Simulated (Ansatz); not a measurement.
# Si2W: the cost of one run

Method: DFT PBEsol, scalar-relativistic, plane waves, PAW, in Ansatz 0.2.0.

2 further runs of the same task are left out: 2 set aside as unsound or not needed. Runs told in other sessions of the task aren't counted.

## Step 1: The starting structure

Symmetry: I4/mmm, No. 139, tetragonal system. Conventional cell: a = 3.202 Å, b = 3.202 Å, c = 7.816 Å, α = 90.00°, β = 90.00°, γ = 90.00°. Si (site symmetry 4mm) is surrounded by 5 Si at 2.59 to 2.62 Å and 5 W at 2.61 Å. Around W (site symmetry 4/mmm) lie 10 Si at 2.61 Å.

As a file:

```cif
data_structure
_symmetry_space_group_name_H-M 'P 1'
_symmetry_Int_Tables_number 1
_cell_length_a 4.5166
_cell_length_b 4.5166
_cell_length_c 4.5166
_cell_angle_alpha 138.471
_cell_angle_beta 138.471
_cell_angle_gamma 60.182
_cell_volume 40.08
loop_
_atom_site_label
_atom_site_type_symbol
_atom_site_fract_x
_atom_site_fract_y
_atom_site_fract_z
_atom_site_occupancy
Si1 Si 0.33450 0.33450 0.00000 1
Si2 Si 0.66550 0.66550 0.00000 1
W1 W 0.00000 0.00000 0.00000 1
```

This cell was relaxed beforehand with the same method: volume 13.36 Å³/atom, gap on the mesh none (metal).

## Step 2: The reference: the undisturbed cell on the scan's mesh

Input file input.yaml:

```yaml
crystal:
  lattice:
    - [-1.601249782, 1.601249782, 3.9078662611]
    - [1.601249782, -1.601249782, 3.9078662611]
    - [1.601249782, 1.601249782, -3.9078662611]
  atoms:
    - { symbol: Si, position: [0.3344989448, 0.3344989448, 0.0] }
    - { symbol: Si, position: [0.6655010552, 0.6655010552, 0.0] }
    - { symbol: W, position: [0.0, 0.0, 0.0] }
basis:
  ecutwfc: 420
kpoints:
  mp_grid: { grid: [24, 24, 24] }
hamiltonian:
  xc: pbesol
scf:
  occupations: { method: gaussian, width: 0.15 }
output:
  forces: true
  stress: true
  eigenvalues: true
  write_density: true
  write_potential: true
  elf: true
  volumetric_format: npy
```

Run with:

```sh
ansatz run input.yaml --threads 1 --pin off --max-ram 2560MiB --backend cpu --events-out ev --progress --plain --runs-dir out
```

What time and memory should one allow on 1 thread of Arm Neoverse V1, shared host?

About 51 s, with a peak of 0.77 GiB.
